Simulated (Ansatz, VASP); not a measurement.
# One calculation of BN, two programs

File INCAR:

```
SYSTEM = BN
PREC = Accurate
ENCUT = 520
EDIFF = 1E-6
ISMEAR = 0
SIGMA = 0.01
LREAL = .False.
LASPH = .True.
NELM = 100
ALGO = Normal
ISIF = 2
LWAVE = .False.
LCHARG = .False.
GGA = PE
NBANDS = 36
```

The input KPOINTS:

```
Automatic mesh
0
Gamma
  3 3 2
  0 0 0
```

POSCAR

```
BN
1.0
    3.7325156433      2.1549689100      0.0000000000
   -3.7325156433      2.1549689100      0.0000000000
    0.0000000000      0.0000000000      6.4954828750
B N
6 6
Direct
    0.0000000000      0.6666666700      0.2500000000
    0.3333333300      0.3333333300      0.2500000000
    0.6666666700      0.0000000000      0.2500000000
    0.0000000000      0.3333333300      0.7500000000
    0.3333333300      0.0000000000      0.7500000000
    0.6666666700      0.6666666700      0.7500000000
    0.0000000000      0.6666666700      0.7500000000
    0.3333333300      0.3333333300      0.7500000000
    0.6666666700      0.0000000000      0.7500000000
    0.0000000000      0.3333333300      0.2500000000
    0.3333333300      0.0000000000      0.2500000000
    0.6666666700      0.6666666700      0.2500000000
```

Input for Ansatz:

```yaml
crystal:
  lattice:
    - [3.732515643333, 2.15496891, 0.0]
    - [-3.732515643333, 2.15496891, 0.0]
    - [0.0, 0.0, 6.495482875]
  atoms:
    - { symbol: B, position: [0.0, 0.66666667, 0.25] }
    - { symbol: B, position: [0.33333333, 0.33333333, 0.25] }
    - { symbol: B, position: [0.66666667, 0.0, 0.25] }
    - { symbol: B, position: [0.0, 0.33333333, 0.75] }
    - { symbol: B, position: [0.33333333, 0.0, 0.75] }
    - { symbol: B, position: [0.66666667, 0.66666667, 0.75] }
    - { symbol: "N", position: [0.0, 0.66666667, 0.75] }
    - { symbol: "N", position: [0.33333333, 0.33333333, 0.75] }
    - { symbol: "N", position: [0.66666667, 0.0, 0.75] }
    - { symbol: "N", position: [0.0, 0.33333333, 0.25] }
    - { symbol: "N", position: [0.33333333, 0.0, 0.25] }
    - { symbol: "N", position: [0.66666667, 0.66666667, 0.25] }
basis:
  ecutwfc: 420.0
  ecutrho_ratio: 4
  xc_grid: 2
  fft_grid_basis: typed
  precision: f64
kpoints:
  mp_grid: { grid: [3, 3, 2] }
hamiltonian:
  pseudopotentials: { kind: paw, azcp: { folder: soft_1 } }
scf:
  max_iter: 100
  self_checks: high
  occupations: { method: fixed }
output:
  forces: true
checkpoint:
  write: "../host.relax.run"
  compress: false
  write_wavefunctions: true
  write_every: 100000
```

The cell is a database's computed one.

Alike in both runs: task single point; functional PBE; k mesh 3 × 3 × 2; no spin polarisation.

|  | VASP | Ansatz |
| --- | --- | --- |
| version | VASP 6.6.1 | Ansatz 0.2.0 |
| potentials or method | VASP PAW PBE potentials, release 64 (B, N) | plane-wave PAW DFT |
| plane-wave cutoff (eV) | 520 | 420 |
| occupations | gaussian, width 0.01 eV | fixed |
| valence electrons in the cell | 48 | 48 |

```csv
,VASP,Ansatz,Ansatz less VASP
gap on the k mesh at the Fermi level (eV),4.40,4.40,+0.002
```

Caveats: the k mesh is coarse (spacing up to 0.56 Å⁻¹), so the values aren't converged; an odd mesh through Γ misses points on the zone boundary, where band edges often lie. Expect the measured gap to be larger: semilocal functionals such as PBE lack the derivative discontinuity.
